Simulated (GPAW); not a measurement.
Crystal: W.

```
W
1.0
     0.00000    2.03000    2.03000
     2.03000    0.00000    2.03000
     2.03000    2.03000    0.00000
W
1
Direct
  0.00000 0.00000 0.00000
```

This isn't the form of W at room conditions, which is bcc.

| Property | Result |
| --- | --- |
| Program | GPAW 26.7.0 |
| Task | single point |
| Functional | PBE |
| Potentials or basis | GPAW PAW data sets (gpaw-data 1.2.1) |
| Cutoff | 600 eV |
| Basis | pw |
| k mesh | 11 × 11 × 11 |
| Occupations | fermi-dirac, width 0.05 eV |
| Spin | no spin polarisation |

On this cell: pressure -5.2 GPa; band gap on the k mesh none (metal or under the smearing width).

The same run follows on a disturbed copy (cell strained at random at fixed volume):

```
CELL_PARAMETERS angstrom
0.01192 2.00823 2.03186
2.02971 0.01106 2.03272
2.05415 2.03352 -0.01337
ATOMIC_POSITIONS crystal
W 0.99325 0.99126 0.01410
```

Question: What changes?

Answer: The energy (extrapolated to zero smearing) moves by -4.4 meV/atom; pressure -5.1 GPa; band gap on the k mesh none (metal or under the smearing width).

Stress tensor (GPa, compression positive):
```
-4.47  2.39 -0.74
 2.39 -6.87 -1.02
-0.74 -1.02 -3.97
```

The energy falls, though the first cell shows no forces: that form is unstable against this distortion, unless noise or another electronic state is at work.
